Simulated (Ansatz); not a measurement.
## A decomposition energy, worked out: RbCl4

Level of theory: DFT PBE+D3(BJ), scalar-relativistic, plane waves, PAW (Ansatz 0.2.0). Settings: cutoff 420 eV, Γ-centred meshes spaced at most about 0.3 Å⁻¹, and about 0.25 Å⁻¹ or finer for metals (2π included), Gaussian smearing. No spin polarisation.

The zero of energy is the elements' standard structures at the same level (Cl₂ as a molecule); no fitted shifts are applied.

All energies are static (0 K, no zero-point motion). In RbCl4 P6/mmm an odd number of electrons in the primitive cell allows no gap without spin; a larger cell or a magnetic state could open one. A magnetic state wasn't ruled out in cells without spin, among them RbCl4 P6/mmm.

A trial structure of RbCl4 (reached from: sheets of the MB2-sandwich type stacked, one a cell; relaxed: space group P6/mmm (No. 191), a = 4.742 Å, c = 7.943 Å) has a formation energy of -0.586 eV/atom. At its composition the lowest mixture among the elements and 1 reference phase computed alike (others may be missing) consists of these:

```csv
phase,source,ΔE_f (eV/atom)
Cl2 (gas),element,0.000
RbCl (Fm-3m),Materials Project,-2.104
```

**Question.** Write the balanced decomposition and find its energy per atom, per formula unit and per mole of formula units.

**Answer.** Balancing Rb and Cl gives 2 RbCl4 → 3 Cl2 + 2 RbCl. The left side holds 10 atoms, and the products take 6/10 (Cl2) and 4/10 (RbCl) of them. The mixture therefore lies at 6/10 × (0.000) + 4/10 × (-2.104) = -0.842 eV/atom. The reaction energy is -0.842 − (-0.586) = -0.256 eV/atom. Times 5 atoms that is -1.280 eV per RbCl4, and times 96.485 it is -124 kJ per mole of RbCl4. Decomposition is downhill, so the trial structure is unstable against this mixture. Entropy of the gas would favour the products further at finite temperature.
